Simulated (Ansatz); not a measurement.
## Computed properties of MgS (F-43m)

All numbers come from the plane-wave code Ansatz. The values are computed, spin-unpolarised, and not measurements.

The cell is MgS (F-43m) from a database of computed structures; cell and atoms were relaxed with r2SCAN. Mg has 4 S at 2.45 Å; S has 4 Mg at 2.45 Å.

Space group F-43m (No. 216). a = 5.662 Å, b = 5.662 Å, c = 5.662 Å, α = 90.00°, β = 90.00°, γ = 90.00°

| atom | site | symmetry | x | y | z |
| --- | --- | --- | --- | --- | --- |
| Mg | 4a | -43m | 0.0000 | 0.0000 | 0.0000 |
| S | 4c | -43m | 0.2500 | 0.2500 | 0.2500 |

Relaxed lattice by functional, symmetry kept:
```csv
functional,k mesh,a (Å),volume (Å³/atom)
PBE,8×8×8,5.697,23.12
r2SCAN,8×8×8,5.662,22.69
PBEsol,8×8×8,5.651,22.56
LDA,8×8×8,5.594,21.88
```

Gaps on the r2SCAN cell, each the least over its mesh and the special points:
```
                                    level       k mesh  gap (eV)    kind     edges  least direct gap (eV)        rough cost
                                      LDA        8×8×8      3.18  direct         Γ                   3.18  1.6 core-seconds
                                      PBE        8×8×8      3.47  direct         Γ                   3.47  2.4 core-seconds
                                   r2SCAN        8×8×8      4.14  direct         Γ                   4.14    4 core-seconds
                                    HSE06        6×6×6      4.53  direct         Γ                   4.53   50 core-seconds
                                 DDH-PBE0        6×6×6      5.19  direct         Γ                   5.19   50 core-seconds
                                     PBE0        6×6×6      5.21  direct         Γ                   5.21   50 core-seconds
                                  r2SCAN0        6×6×6      5.60  direct         Γ                   5.60   60 core-seconds
                                  LC-ωPBE  6×6×6 alone      9.52  direct         Γ                   9.52   29 core-seconds
G0W0@PBE (135 empty bands, 120 eV, 4×4×4)        4×4×4      4.99       –  Γ (mesh)                      –   16 core-seconds
G0W0@PBE (336 empty bands, 220 eV, 4×4×4)        4×4×4      5.09       –  Γ (mesh)                      –  2.3 core-minutes
```
PBE: smearing of 0.02 eV; the others have fixed occupations.
Wave cutoffs: 420 eV, 500 eV (r2SCAN, r2SCAN0).
A mesh marked alone had no extra points solved.
The G0W0 gap is PBE's gap over the path plus the quasiparticle shift read on the mesh. G0W0 values are finite-basis, finite-mesh values.
Costs come from shared machines and give only the order; PBE's includes the band path. The runs had 2 threads of Arm Neoverse V2 (shared host).

With HSE06 the gap is 4.53 eV and direct, at Γ.

Set against the finite-basis gap of 5.09 eV from G0W0@PBE (336 empty bands, 220 eV, 4×4×4), the closest functional is DDH-PBE0, which differs by +0.10 eV, at about 13 times r2SCAN's cost; G0W0 itself took about 30 times r2SCAN's cost. The others: PBE0 +0.12, r2SCAN0 +0.51, HSE06 -0.56, r2SCAN -0.95, PBE -1.62, LDA -1.91, LC-ωPBE +4.43 eV. The yardstick still moved by +0.09 eV in its last step of bands and cutoff, so this order can change. r2SCAN covers 64 % of the step from PBE to HSE06, while HSE06 needs about 11 times r2SCAN's cost (on a coarser mesh). Among these functionals the gap stays direct.

r2SCAN (ground state on 6×6×6): ε∞: 3.76 in all directions. Born charges, averaged over directions: Mg +1.89, S -1.89 e. PBE (ground state on 6×6×6): The clamped-ion dielectric constant comes out as 4.04 in all directions. Born charges, averaged over directions: Mg +1.89, S -1.89 e.

On the PBEsol cell (a = 5.651 Å), with PBEsol: The optical mode at Γ lies at 332 cm⁻¹ without the longitudinal term. With the long-range field the highest mode reaches 422 cm⁻¹. The program warns that the force constants, and all that is formed from them, aren't settled on this k mesh. The clamped-ion dielectric constant comes out as 4.14 in all directions. With the ions relaxed, ε⁰ is 6.7 in all directions. Born charges, averaged over directions: Mg +1.89, S -1.89 e.

The meshes of the hybrids are coarse, so their gaps aren't converged to the digits shown.
